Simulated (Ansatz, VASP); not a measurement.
# BiTe: VASP beside Ansatz

INCAR

```
SYSTEM = BiTe
PREC = Accurate ; ENCUT = 520
EDIFF = 1E-6 ; ISMEAR = -1
SIGMA = 0.03 ; LREAL = .False.
LASPH = .True. ; NELM = 100
ALGO = Fast ; ISIF = 2
LWAVE = .False. ; LCHARG = .True.
LELF = .True. ; LVHAR = .True.
NBANDS = 18
```

KPOINTS

```
Automatic mesh
0
Gamma
  10 10 10
  0 0 0
```

The input POSCAR:

```
BiTe
1.0
    0.0000000000      3.2350000000      3.2350000000
    3.2350000000      0.0000000000      3.2350000000
    3.2350000000      3.2350000000      0.0000000000
Bi Te
1 1
Direct
    0.0000000000      0.0000000000      0.0000000000
    0.5000000000      0.5000000000      0.5000000000
```

Input for Ansatz:

```yaml
crystal:
  lattice:
    - [0.0, 3.235, 3.235]
    - [3.235, 0.0, 3.235]
    - [3.235, 3.235, 0.0]
  atoms:
    - { symbol: Bi, position: [0.0, 0.0, 0.0] }
    - { symbol: Te, position: [0.5, 0.5, 0.5] }
kpoints:
  mp_grid: { grid: [10, 10, 10] }
  band_path:
    path:
      - [0.0, 0.0, 0.0]
      - [0.5, 0.0, 0.5]
      - [0.625, 0.25, 0.625]
      - [0.375, 0.375, 0.75]
      - [0.0, 0.0, 0.0]
      - [0.5, 0.5, 0.5]
      - [0.5, 0.25, 0.75]
      - [0.5, 0.0, 0.5]
    npoints: 5
scf:
  occupations: { method: fermi_dirac, width: 0.03 }
hamiltonian:
  xc: lda
  pseudopotentials: { kind: all_electron, lapw: { basis_error: 0.00025 } }
output:
  forces: true
  stress: true
  eigenvalues: true
```

Alike in both runs: task single point; functional LDA; k mesh 10 × 10 × 10; occupations fermi-dirac, width 0.03 eV; no spin polarisation.

|  | VASP | Ansatz |
| --- | --- | --- |
| version | VASP 6.6.1 | Ansatz 0.2.0 |
| potentials or method | VASP PAW LDA potentials, release 64 (Bi_d, Te) | all-electron LAPW, scalar-relativistic |
| plane-wave cutoff (eV) | 520 | see its input |

|  | VASP | Ansatz | Ansatz less VASP |
| --- | --- | --- | --- |
| pressure (GPa) | -2.7 | -2.8 | -0.04 |

Ansatz ran all-electron here, so the differences hold the error of VASP's frozen core and of both bases.

Caveats: spin-orbit coupling is left out, which moves the levels of the heavy elements.
